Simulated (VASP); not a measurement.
# GaSb in VASP: further runs, part 2 of 3

VASP 6.6.1. The steps go on from the part before.

### Step 3. Single point, PBE

This run uses another cell than the first one, of 25.83 Å³/atom, 0.903 times its volume.

File INCAR:

```
SYSTEM = GaSb
PREC     = Accurate       ! precision mode
ENCUT    = 500            ! plane-wave cutoff, eV
EDIFF    = 1E-6           ! SCF threshold, eV
ISMEAR   = 0              ! smearing method
SIGMA    = 0.02           ! smearing width, eV
LREAL    = .FALSE.        ! projectors in reciprocal space
LASPH    = .TRUE.         ! aspherical terms in the spheres
NELM     = 120            ! most SCF steps
ALGO     = Normal         ! electronic algorithm
ISIF     = 2              ! what is computed and relaxed
LWAVE    = .FALSE.        ! write WAVECAR
LCHARG   = .TRUE.         ! write CHGCAR
GGA      = PE             ! functional
LELF     = .TRUE.         ! ELF
LVHAR    = .TRUE.       
NBANDS   = 16             ! bands
GGA_COMPAT= .FALSE.
```

File KPOINTS:

```
Automatic mesh
0
G
  5 5 5
  0 0 0
```

File POSCAR:

```
GaSb
1.0
    0.0000000000      2.9060500000      3.0590000000
    2.9060500000      0.0000000000      3.0590000000
    2.9060500000      2.9060500000      0.0000000000
Ga Sb
1 1
Direct
    0.0000000000      0.0000000000      0.0000000000
    0.2500000000      0.2500000000      0.2500000000
```

Potentials or basis: VASP PAW PBE potentials, release 64 (Ga_d, Sb).

Run with:

```console
$ cat potpaw_PBE.64/Ga_d/POTCAR potpaw_PBE.64/Sb/POTCAR > POTCAR
$ mpirun -np 1 vasp_std > vasp.out
```

OUTCAR:

```text
SYSTEM = GaSb
   PREC = Accurate
   ENCUT = 500
   EDIFF = 1E-6
   ISMEAR = 0
   LREAL = .FALSE.
   LASPH = .TRUE.
   NELM = 120
   ISIF = 2
   GGA = PE

 ion  position               nearest neighbor table
   1  0.000  0.000  0.000-   2 2.56   2 2.56   2 2.56   2 2.56
   2  0.250  0.250  0.250-   1 2.56   1 2.56   1 2.56   1 2.56

  LATTYP: Found a body centered tetragonal cell.
 ALAT       =     4.1097753229
 C/A-ratio  =     1.4886458551

  Lattice vectors:

 A1 = (  -2.9060500000,   0.0000000000,   3.0590000000)
 A2 = (   2.9060500000,   0.0000000000,   3.0590000000)
 A3 = (   0.0000000000,   2.9060500000,  -3.0590000000)

Analysis of symmetry for initial positions (statically):
=====================================================================
 Subroutine PRICEL returns:
 Original cell was already a primitive cell.

 Routine SETGRP: Setting up the symmetry group for a
 body centered tetragonal supercell.

 Subroutine GETGRP returns: Found  8 space group operations
 (whereof  8 operations were pure point group operations)
 out of a pool of 16 trial point group operations.

The static configuration has the point symmetry D_2d.

Analysis of symmetry for dynamics (positions and initial velocities):
=====================================================================
 Subroutine PRICEL returns:
 Original cell was already a primitive cell.

 Routine SETGRP: Setting up the symmetry group for a
 body centered tetragonal supercell.

 Subroutine GETGRP returns: Found  8 space group operations
 (whereof  8 operations were pure point group operations)
 out of a pool of 16 trial point group operations.

The dynamic configuration has the point symmetry D_2d.

 Subroutine INISYM returns: Found  8 space group operations
 (whereof  8 operations are pure point group operations),
 and found     1 'primitive' translations

----------------------------------------------------------------------------------------

                                     Primitive cell

  volume of cell :      51.6673

  direct lattice vectors                    reciprocal lattice vectors
     0.000000000  2.906050000  3.059000000    -0.172054851  0.172054851  0.163452109
     2.906050000  0.000000000  3.059000000     0.172054851 -0.172054851  0.163452109
     2.906050000  2.906050000  0.000000000     0.172054851  0.172054851 -0.163452109

  length of vectors
     4.219313641  4.219313641  4.109775323     0.293125119  0.293125119  0.293125119

  position of ions in fractional coordinates (direct lattice)
     0.000000000  0.000000000  0.000000000
     0.250000000  0.250000000  0.250000000

  ion indices of the primitive-cell ions
   primitive index   ion index
                 1           1
                 2           2

----------------------------------------------------------------------------------------

 KPOINTS: Automatic mesh

Automatic generation of k-mesh.
 Grid dimensions read from file:
 generate k-points for:    5    5    5

 Generating k-lattice:

  Cartesian coordinates                     Fractional coordinates (reciprocal lattice)
    -0.034410970  0.034410970  0.032690422     0.200000000 -0.000000000  0.000000000
     0.034410970 -0.034410970  0.032690422    -0.000000000  0.200000000  0.000000000
     0.034410970  0.034410970 -0.032690422     0.000000000  0.000000000  0.200000000

  Length of vectors
     0.058625024  0.058625024  0.058625024

  Shift w.r.t. Gamma in fractional coordinates (k-lattice)
     0.000000000  0.000000000  0.000000000

 Subroutine IBZKPT returns following result:
 ===========================================

 Found     18 irreducible k-points:

 Following reciprocal coordinates:
            Coordinates               Weight
  0.000000  0.000000  0.000000      1.000000
  0.200000  0.000000  0.000000      8.000000
  0.400000 -0.000000  0.000000      8.000000
  0.200000  0.200000  0.000000      2.000000
  0.400000  0.200000  0.000000      8.000000
 -0.400000  0.200000  0.000000      8.000000
[... 10 lines left out ...]
 -0.400000 -0.000000  0.400000      8.000000
 -0.400000  0.200000  0.400000      8.000000
   k-points           NKPTS =     18   k-points in BZ     NKDIM =     18   number of bands    NBANDS=     16
   number of dos      NEDOS =    301   number of ions     NIONS =      2
   total plane-waves  NPLWV =  30720
   dimension x,y,z NGX =    32 NGY =   32 NGZ =   30
   dimension x,y,z NGXF=    64 NGYF=   64 NGZF=   60
   ions per type =               1   1
   NGX,Y,Z   is equivalent  to a cutoff of  12.61, 12.61, 12.14 a.u.
   NGXF,Y,Z  is equivalent  to a cutoff of  25.22, 25.22, 24.27 a.u.
 SYSTEM =  GaSb
   PREC   = accura    normal or accurate (medium, high low for compatibility)
   ISTART =      0    job   : 0-new  1-cont  2-samecut
   ICHARG =      2    charge: 1-file 2-atom 10-const
   ISPIN  =      1    spin polarized calculation?
   LNONCOLLINEAR =      F non collinear calculations
   LSORBIT =      F    spin-orbit coupling
   LASPH  =      T    aspherical Exc in radial PAW
   ENCUT  =  500.0 eV  36.75 Ry    6.06 a.u.   7.69  7.69  7.49*2*pi/ulx,y,z
   NELM   =    120;   NELMIN=  2; NELMDL= -5     # of ELM steps
   EDIFF  = 0.1E-05   stopping-criterion for ELM
   LREAL  =      F    real-space projection
   EDIFFG = 0.1E-04   stopping-criterion for IOM
   NSW    =      0    number of steps for IOM
   IBRION =     -1    ionic relax: 0-MD 1-quasi-New 2-CG
   NFREE  =      0    steps in history (QN), initial steepest desc. (CG)
   ISIF   =      2    stress and relaxation
   ISYM   =      2    0-nonsym 1-usesym 2-fastsym
   POTIM  = 0.5000    time-step for ionic-motion
   TEBEG  =    0.0;   TEEND  =   0.0 temperature during run
   PSTRESS=    0.0 pullay stress
   NELECT =      18.0000    total number of electrons
   NUPDOWN=      -1.0000    fix difference up-down
   EMIN   =  10.00;   EMAX   =-10.00  energy-range for DOS
   EFERMI =   0.00;   METHOD = LEGACY
   ISMEAR =     0;   SIGMA  =   0.02  broadening in eV -4-tet -1-fermi 0-gaus
   EFERMI_NEDOS =   21; number of points for ismear=-14 and -15
   IALGO  =     38    algorithm
   IMIX   =      4    mixing-type and parameters
     AMIX     =   0.40;   BMIX     =  1.00
     AMIX_MAG =   1.60;   BMIX_MAG =  1.00
  volume/ion in A,a.u.               =      25.83       174.33
  Fermi-wavevector in a.u.,A,eV,Ry     =   1.151933  2.176837 18.054238  1.326949
  Thomas-Fermi vector in A             =   2.288587
   LORBIT       =      0    0 simple, 1 ext, 2 COOP (PROOUT), +10 PAW based schemes
   GGA     = PE    functional components
   LHFCALC =     F    Hartree Fock is set to
   AEXX    =    0.0000 exact exchange contribution
   IVDW    =     0    specifies the selected vdW correction
   LEPSILON=     F    determine dielectric tensor
   LRPA    =     F    only Hartree local field effects (RPA)
 non-spin polarized calculation
 Gauss-broadening in eV      SIGMA  =   0.02
  energy-cutoff  :      500.00
  volume of cell :       51.67
 maximum number of plane-waves:      1331
   NGX = 15   NGY = 15   NGZ = 15

 number of electron      18.0000007 magnetization

 Free energy of the ion-electron system (eV)
  ---------------------------------------------------
  ext. energy  EPLUGINS =         0.00000000
  ---------------------------------------------------
  free energy    TOTEN  =        -7.06478513 eV

  energy without entropy =       -7.06478513  energy(sigma->0) =       -7.06478513

 E-fermi :   6.2797     XC(G=0):  -9.5367

 val. band max:        6.1162657534   @ k =   0.0000   0.0000   0.0000
 cond. band min:       6.5559760548   @ k =   0.4000   0.0000   0.4000
 fundamental gap:      0.4397103014
 Fermi energy:         6.2796564659

 k-point     1 :       0.0000    0.0000    0.0000
  band No.  band energies     occupation
      1      -9.2957      2.00000
      2      -9.2895      2.00000
      3      -9.2895      2.00000
      4      -9.2262      2.00000
      5      -9.2240      2.00000
      6      -6.2365      2.00000
[... 8 lines left out ...]
     15      14.2517      0.00000
     16      14.8459      0.00000
[... 305 lines left out ...]
 k-point    18 :      -0.4000    0.2000    0.4000
  band No.  band energies     occupation
      1      -9.3454      2.00000
      2      -9.2704      2.00000
      3      -9.2610      2.00000
      4      -9.2369      2.00000
      5      -9.2219      2.00000
      6      -3.6515      2.00000
[... 8 lines left out ...]
     15      16.2830      0.00000
     16      18.7894      0.00000

------------------------ aborting loop because EDIFF is reached ----------------------------------------

  FORCE on cell =-STRESS in cart. coord.  units (eV):
  Direction    XX          YY          ZZ          XY          YZ          ZX
  --------------------------------------------------------------------------------------
  -------------------------------------------------------------------------------------
  Total        3.3811414      3.3811414      2.5614983      0.0000000      0.0000000      0.0000000
  in kB      104.8475473    104.8475473     79.4308158      0.0000000      0.0000000      0.0000000
  external PRESSURE =      96.3753035 kB  Pullay stress =       0.0000000 kB

 VOLUME and BASIS-vectors are now :
 -----------------------------------------------------------------------------
  energy-cutoff  :      500.00
  volume of cell :       51.67
      direct lattice vectors                 reciprocal lattice vectors
     0.000000000  2.906050000  3.059000000    -0.172054851  0.172054851  0.163452109
     2.906050000  0.000000000  3.059000000     0.172054851 -0.172054851  0.163452109
     2.906050000  2.906050000  0.000000000     0.172054851  0.172054851 -0.163452109

 POSITION                                       TOTAL-FORCE (eV/Angst)
 -----------------------------------------------------------------------------------
      0.00000      0.00000      0.00000         0.000000     -0.000000     -0.000000
      1.45303      1.45303      1.52950        -0.000000      0.000000      0.000000
 -----------------------------------------------------------------------------------
    total drift:                                0.000003      0.000003      0.000005

  FREE ENERGIE OF THE ION-ELECTRON SYSTEM (eV)
  ---------------------------------------------------
  free  energy   TOTEN  =        -7.0647851277 eV

  energy  without entropy=       -7.0647851277  energy(sigma->0) =       -7.06478513
```

Wall time 26 s (1 thread of Intel Xeon 8259CL, shared host); peak memory 0.18 GiB.

Results:

- Free energy: -7.0648 eV
- Pressure: 9.6 GPa
- Band gap on the k mesh: 0.44 eV, indirect (least direct gap 0.66 eV)

Levels at points of the mesh, in eV from the valence-band top:
```csv
k point,band 5,band 6,band 7,band 8,band 9,band 10,band 11,band 12,band 13,band 14
"(0.00, 0.00, 0.00)",-15.34,-12.35,-0.35,0.00,0.00,0.66,2.57,2.57,2.73,5.79
```

Caveat: spin-orbit coupling is left out, which moves the levels of the heavy elements.

(Continued in part 3 of 3.)
